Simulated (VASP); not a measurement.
VASP 6.6.1 run: PbS

INCAR

```
NBANDS = 17
PREC = Accurate
EDIFF = 1E-7
LCHARG = .FALSE.
ENCUT = 520
LREAL = .FALSE.
LWAVE = .FALSE.
NSW = 0
NELM = 96
SIGMA = 0.02
ISMEAR = -1
ISIF = 2
IBRION = -1
LASPH = .TRUE.
ICHARG = 11
GGA = PE
```

KPOINTS

```
KPOINTS created by Atomic Simulation Environment
0
Gamma
8 8 8
0 0 0
```

POSCAR

```
Pb S
 1.0000000000000000
     0.0000000000000000    2.9872326761987287    2.9872326761987287
     2.9872326761987287   -0.0000000000000000    2.9872326761987287
     2.9872326761987287    2.9872326761987287   -0.0000000000000000
 Pb  S
   1   1
Cartesian
  0.0000000000000000  0.0000000000000000  0.0000000000000000
  2.9872326761987287  2.9872326761987287  2.9872326761987287
```

The recommended PBE PAW datasets give the neutral cell 20 valence electrons.

Command

```
mpirun -np 1 vasp_std
```

Question: Predict the outcome of this run.

Answer: VASP stopped before the first electronic step.

Standard output (part)

```
POSCAR found type information on POSCAR PbS
 POSCAR found :  2 types and       2 ions
 LDA part: xc-table for (Slater+PW92), standard interpolation
 WARNING: stress and forces are not correct
 POSCAR, INCAR and KPOINTS ok, starting setup
 WAVECAR not read
 WARNING: CHGCAR is incomplete
|     EEEEEEE  RRRRRR   RRRRRR   OOOOOOO  RRRRRR      ###     ###     ###     |
|     E        R     R  R     R  O     O  R     R     ###     ###     ###     |
|     E        R     R  R     R  O     O  R     R     ###     ###     ###     |
|     EEEEE    RRRRRR   RRRRRR   O     O  RRRRRR       #       #       #      |
|     E        R    R   R    R   O     O  R    R      ###     ###     ###     |
|     EEEEEEE  R     R  R     R  OOOOOOO  R     R     ###     ###     ###     |
|     ERROR: charge density could not be read from file CHGCAR for            |
|     ICHARG>10                                                               |
|       ---->  I REFUSE TO CONTINUE WITH THIS SICK JOB ... BYE!!! <----       |
```

The fault: density file missing or never updated.
